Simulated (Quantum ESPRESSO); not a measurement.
**The electronic dielectric constant of BaTiO3, sorted by core time**

**What was measured.** The electronic dielectric constant of BaTiO3 (P4mm) is reported as 5.3 (arxiv:1309.1245). The runs below try to reproduce it.

```xyz
5
Lattice="3.9998 0.0000 0.0000 0.0000 3.9998 0.0000 0.0000 0.0000 4.0180" Properties=species:S:1:pos:R:3 pbc="T T T"
Ba    0.0000    0.0000    0.0000
Ti    1.9999    1.9999    1.9688
O     0.0000    1.9999    2.0773
O     1.9999    0.0000    2.0773
O     1.9999    1.9999    0.0763
```

| rung | level | program and potentials | cutoff (eV) | k mesh | core time | chip | electronic dielectric constant | miss | notes |
| --- | --- | --- | --- | --- | --- | --- | --- | --- | --- |
| GGA | BLYP | Quantum ESPRESSO, GBRV 1.5 PBE | 612 | 6 × 6 × 6, shifted | 8.6 min | Arm Neoverse V2 | 6.30 | +18.9 % | potentials made for PBE |
| GGA | PBE | Quantum ESPRESSO, GBRV 1.5 PBE | 612 | 6 × 6 × 6, shifted | 8.7 min | Arm Neoverse V2 | 6.40 | +20.8 % | - |
| LDA | LDA | Quantum ESPRESSO, GBRV 1.5 LDA | 612 | 6 × 6 × 6, shifted | 8.7 min | Arm Neoverse V2 | 6.51 | +22.8 % | - |
| GGA | WC | Quantum ESPRESSO, GBRV 1.5 PBE | 612 | 6 × 6 × 6, shifted | 8.7 min | Arm Neoverse V2 | 6.48 | +22.3 % | potentials made for PBE |
| GGA | PBEsol | Quantum ESPRESSO, GBRV 1.5 PBEsol | 612 | 6 × 6 × 6, shifted | 8.8 min | Arm Neoverse V2 | 6.48 | +22.3 % | - |

Times are single runs on shared hosts, so they are rough; meshes, cutoffs and the tasks' sizes weigh on the time. Task: dielectric tensor. All rows: no spin polarisation. The cell comes from a database and isn't always the measured one. All levels ran on this one cell, unrelaxed unless noted. Meshes are those of the run's cell of 5 atoms unless a note names another. Misses use the values as printed. Runs on faulty files, with rough fits or with known faults for this quantity aren't shown. No row holds spin-orbit coupling.

By rung: LDA 6.51; GGA 6.30 to 6.48. Measured: 5.3 (arxiv:1309.1245). Closest is BLYP (+18.9 %), and PBE misses by +20.8 % on plain settings. The runs are for a static lattice, while measurements hold temperature and zero-point motion.
